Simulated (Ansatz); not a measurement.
Runs of Ansatz 0.2.0 on GaSb. It takes space group F-43m (No. 216, cubic). The conventional cell has a = 6.118 Å, b = 6.118 Å, c = 6.118 Å, α = 90.00°, β = 90.00°, γ = 90.00°. Sb (site symmetry -43m) has 4 Ga at 2.65 Å as nearest neighbours. Ga (site symmetry -43m) has 4 Sb at 2.65 Å as nearest neighbours. 

| task | level | cell | k mesh | cutoff (eV) | points for each segment of the path | atoms under strain | mesh quality | gap on the mesh (eV) | pressure (GPa) | relaxed volume (Å³/atom) |
| --- | --- | --- | --- | --- | --- | --- | --- | --- | --- | --- |
| relaxation of cell and atoms | BLYP+D3(BJ) | relaxed | 8 × 8 × 8 | 420 | - | - | not flagged | none | 0.0 | (a) |
| relaxation of cell and atoms | PBE0 | relaxed | 4 × 4 × 4 | 420 | - | - | coarse | 1.43 | 0.0 | 28.93 |
| band structure | BLYP | as given | 8 × 8 × 8 | 420 | 14 | - | not flagged | none | (b) | - |
| elastic constants | LDA | as given | 6 × 6 × 6 | 420 | - | relaxed | not flagged | none | -1.6 | - |
| band structure | r2SCAN | as given | 8 × 8 × 8 | 500 | 14 | - | not flagged | 0.47 | 0.4 | - |

Alike in all rows: potentials or basis Ansatz PAW; no spin polarisation; smearing fermi-dirac 0.05 eV.

Problem. Estimate the missing entries.

Solution. (a) 28.81; (b) 5.3.

Caveats: some runs use coarse meshes; the PAW data sets come from PBE, with cores solved anew for the run's functional, which leaves a small shift of forces and pressure; this crystal is a semiconductor, whose small gap the functional closes, so the metal is an error of the method (some runs); spin-orbit coupling is left out, which moves the levels of the heavy elements (some runs); the plane-wave basis is chosen anew once the cell has moved, so the energies of steps on either side of that aren't comparable (some runs); pairwise dispersion overbinds metals, which lowers pressure and volume (some runs); elastic constants of metals need much finer meshes, so these are rough (some runs).

A k mesh can miss the band edges, and the runs leave out spin-orbit coupling on Ga, Sb.

A gap of «none» marks a metal or a gap under the smearing width.

Runs at the PBE level aren't shown here.
